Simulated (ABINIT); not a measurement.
The system is Li.

```
Li
1.0
    -1.75465    1.75465    1.75465
     1.75465   -1.75465    1.75465
     1.75465    1.75465   -1.75465
Li
1
Direct
  0.00000 0.00000 0.00000
```

- Program: ABINIT 10.8.3 (patched build)
- Task: single point
- Functional: PBE
- Potentials or basis: JTH PAW PBE v2.0
- Cutoff: 408 eV
- k mesh: 11 × 11 × 11
- Occupations: fermi-dirac, width 0.05 eV
- Spin: no spin polarisation

On this cell: pressure -0.8 GPa; band gap on the k mesh none (metal or under the smearing width).

The same run follows on a disturbed copy (cell strained at random at fixed volume):

```
CELL_PARAMETERS angstrom
-1.73329 1.76667 1.73520
1.72839 -1.79094 1.75457
1.74318 1.80083 -1.75947
ATOMIC_POSITIONS crystal
Li 0.98842 0.00844 0.97647
```

Task: What does the disturbed cell give?

Result: The energy (extrapolated to zero smearing) moves by +0.3 meV/atom; pressure -0.8 GPa; band gap on the k mesh none (metal or under the smearing width).

Stress tensor (GPa, compression positive):
```
-0.79 -0.07  0.02
-0.07 -0.90  0.19
 0.02  0.19 -0.81
```
